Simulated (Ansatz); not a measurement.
Si: the gap against volume

Si, C2/m, a = 13.845 Å, b = 3.847 Å, c = 6.338 Å, β = 96.8°. This isn't the element's structure at ambient conditions. Ansatz: r2SCAN, PAW, 500 eV, Γ-centred 10×10×6 mesh on 8 atoms, Gaussian smearing 0.02 eV; no spin polarisation. Shape and atoms are relaxed at each volume; x = ln(V/V0) with V0 = 20.953 Å³/atom. The gap is read at the mesh points alone.

```tsv
x	gap y (eV)
-0.0943	0.259
-0.0619	0.318
-0.0305	0.370
0.0000	0.421
0.0296	0.470
0.0583	0.511
0.0953	?
```

Task: Fit a straight line to the other rows, give the volume deformation potential of the gap and its pressure coefficient, and predict the missing gap. B0 = 87.6 GPa.

Result: Means x = -0.01647, y = 0.39150; Σ(Δx)² = 0.01630, ΣΔxΔy = 0.02699; the slope is their ratio. y = 0.4188 + 1.656 x. The slope is the deformation potential a = dE_g/d ln V = 1.66 eV, and dE_g/dP = −a/B0 = -18.9 meV/GPa. At x = 0.0953 the fit asked for gives 0.577 eV. The run gave 0.564 eV, so the fit is 0.013 eV too high, 4.3 % of the span of the series, against an rms of 0.003 eV on the fitted rows. The row lies outside the fitted range. With a term in x² added, a fit to the same known rows predicts 0.565 eV, so most of the miss is curvature that the known rows already hold.

Semilocal functionals give gaps under the measured ones; changes of the gap mostly carry over better.